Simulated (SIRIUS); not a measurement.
# HfN: changing the functional

Symmetry: Fm-3m, No. 225, cubic system. The conventional cell has a = 4.512 Å, b = 4.512 Å, c = 4.512 Å, α = 90.00°, β = 90.00°, γ = 90.00°. Hf (site symmetry m-3m) is surrounded by 6 N at 2.26 Å. N (site symmetry m-3m) has 6 Hf at 2.26 Å as nearest neighbours.

Kept alike: task eos task; k mesh 7 × 7 × 7; occupations fermi-dirac, width 0.05 eV; no spin polarisation. Program: SIRIUS, PseudoDojo 0.4.1 PBE standard (scalar relativistic), cutoff 1152 eV. The mesh is that of the run's cell of 2 atoms. No spin-orbit coupling.

```csv
functional,volume (Å³/atom),bulk modulus (GPa)
LDA,11.234,298.6
PBE,11.740,265.2
PBEsol,11.435,284.0
PW91,11.733,266.4
RPBE,11.918,253.3
```

All rows use potentials made for PBE.

The volume runs from 11.234 (LDA) to 11.918 Å³/atom (RPBE). From PBE: LDA -0.506; PBEsol -0.305; PW91 -0.007; RPBE +0.178. Measured: 11.58 Å³/atom (a printed reference work); nearest PBEsol; PW91, 0.15 Å³/atom off. The runs are for a static lattice. The bulk modulus runs from 253.3 (RPBE) to 298.6 GPa (LDA). From PBE: LDA +33.4; PBEsol +18.8; PW91 +1.2; RPBE -11.9.
